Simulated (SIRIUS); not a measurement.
# Te2Mo under changes of volume

One of the cells (25.464 Å³/atom); the others are scaled copies at fixed shape and fractional positions:

```
Te Mo
1.0
     3.54150    0.00000    0.00000
    -1.77075    3.06703    0.00000
     0.00000    0.00000   14.06614
Te Mo
4 2
Direct
  0.66667 0.33333 0.37900
  0.33333 0.66667 0.87900
  0.66667 0.33333 0.12100
  0.33333 0.66667 0.62100
  0.66667 0.33333 0.75000
  0.33333 0.66667 0.25000
```

```yaml
Program: SIRIUS 7.12.0
Functional: PBEsol
Potentials_or_basis: all-electron FP-LAPW
Cutoff: 172 eV
Basis: apw+lo standard
k_mesh: 9 × 9 × 2
Occupations: fermi-dirac, width 0.05 eV
Spin: no spin polarisation
```

| volume (Å³/atom) | energy over the lowest point (meV/atom) | gap on the mesh (eV) |
| --- | --- | --- |
| 23.467 | 21.08 | 0.72 |
| 23.966 | ? | ? |
| 24.466 | 0.00 | 0.75 |
| 25.464 | 6.77 | 0.77 |
| 25.963 | 18.79 | 0.78 |
| 26.463 | 35.83 | 0.79 |

Task: What does the run at 23.966 Å³/atom give?

Result: Energy over the lowest point 6.57 meV/atom; gap on the mesh 0.73 eV.

Worked out: A Birch-Murnaghan fit of order 3 (a polynomial in V^(-2/3)) to the other rows has its minimum at 24.69 Å³/atom with B0 = V·E''(V) = 105 GPa and B' = 4.5 at fixed shape and positions, which overstates the stiffness. It gives 6.67 meV/atom at 23.966 Å³/atom, against the run's 6.57. A straight line through the other rows of the gap, of slope 0.573 eV per unit of ln V, gives 0.73 eV, against the run's 0.73.

Energies are extrapolated to zero smearing.

Caveats: spin-orbit coupling is left out, which moves the levels of the heavy elements; an odd mesh through Γ misses points on the zone boundary, where band edges often lie; this functional lacks dispersion, which binds the layers, so the pressure and a relaxed spacing across them are unreliable.
